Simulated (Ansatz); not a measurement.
A surface is cut from this relaxed crystal of Mo:

```cif
data_structure
_symmetry_space_group_name_H-M 'P 1'
_symmetry_Int_Tables_number 1
_cell_length_a 2.7101
_cell_length_b 2.7101
_cell_length_c 2.7101
_cell_angle_alpha 109.471
_cell_angle_beta 109.471
_cell_angle_gamma 109.471
_cell_volume 15.32
loop_
_atom_site_label
_atom_site_type_symbol
_atom_site_fract_x
_atom_site_fract_y
_atom_site_fract_z
_atom_site_occupancy
Mo1 Mo 0.00000 0.00000 0.00000 1
```

Miller indices refer to the conventional cell of Im-3m (No. 229), a = 3.129 Å, b = 3.129 Å, c = 3.129 Å, α = 90.00°, β = 90.00°, γ = 90.00°.

Consider the (210) slab of 16 planes, 10.5 Å thick with 15 Å of vacuum as cut; outer planes Mo (top) and Mo (bottom), all atoms relaxed.

Method: DFT PBEsol, scalar-relativistic, plane waves, PAW in Ansatz 0.2.0. Cutoff 420 eV; k points 11×5×1 on the computed 16-atom cell (Γ-centred); Gaussian smearing, width 0.10 eV; no spin polarisation. The cell repeats along c with a dipole correction in the vacuum.

The work function read from the bulk's Fermi level differs by 0.15 eV, so the slab's middle doesn't match the bulk reference (too thin, or relaxed to another structure or magnetic state).

(1) Predict the surface energy (mean of both faces).

(2) Estimate the work function.

(3) The top two planes lie 0.700 Å apart in the bulk. How does relaxation change this?

Answers

(1) 3.49 J/m².

(2) 4.18 eV.

(3) The spacing becomes 0.531 Å (-24.1 %).